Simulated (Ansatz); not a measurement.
Set up this calculation in Ansatz 0.2.0, as the native input.

- Task: relaxation of cell and atoms
- Functional: PBE
- Dispersion: D3(BJ)
- Potentials or basis: Ansatz PAW
- Cutoff: 420 eV (not typed: the program's choice for these potentials)
- k mesh: 12 × 12 × 11
- Occupations: fermi-dirac, width 0.05 eV
- Spin: no spin polarisation

The system is Si.

```xyz
1
Lattice="2.6205 0.0000 0.0000 -1.3103 2.2695 0.0000 0.0000 0.0000 2.4664" Properties=species:S:1:pos:R:3 pbc="T T T"
Si    0.0000    0.0000    0.0000
```

This isn't the form of Si at room conditions, which is diamond.

These files were run (other wordings do the same):

input.yaml

```yaml
crystal:
  lattice:
    - [2.6205428149, 0.0, 0.0]
    - [-1.3102714075, 2.2694566494, 0.0]
    - [0.0, 0.0, 2.46635439]
  atoms:
    - { symbol: Si, position: [0.0, 0.0, 0.0] }
hamiltonian:
  xc: pbe
  pseudopotentials: { kind: paw }
  dispersion: d3bj
kpoints:
  mp_grid: { grid: [12, 12, 11] }
scf:
  occupations: { method: fermi_dirac, width: 0.05 }
output:
  forces: true
  stress: true
  eigenvalues: true
  write_density: true
  write_potential: true
  elf: true
  volumetric_format: npy
relax:
  f_tol: 0.01
  max_steps: 40
  cell: { stress_tol: 0.05 }
```

Potentials or basis: Ansatz PAW.

The run is started by

```sh
$ ansatz run input.yaml --threads 2 --pin off --max-ram 5632MiB --backend cpu --events-out ev --progress --plain --runs-dir out
```

Results of the run:

```yaml
Relaxed_volume: 14.45 Å³/atom
Relaxed_cell: a = 2.597 Å, b = 2.597 Å, c = 2.475 Å, α = 90.00°, β = 90.00°, γ = 120.00°
Space_group_after_relaxing_to_0.05_Å: P6/mmm (No. 191)
Energy_gained_by_relaxing: 2.9 meV/atom
Ionic_steps: 5
Pressure_after_relaxing: 0.0 GPa
Band_gap_on_the_k_mesh: none (metal or under the smearing width)
```

Caveat: the plane-wave basis is chosen anew once the cell has moved, so the energies of steps on either side of that aren't comparable; pairwise dispersion overbinds metals, which lowers pressure and volume.

Run time: 2.8 s on 2 threads of Arm Neoverse V1, on a shared host, peak memory 0.27 GiB.
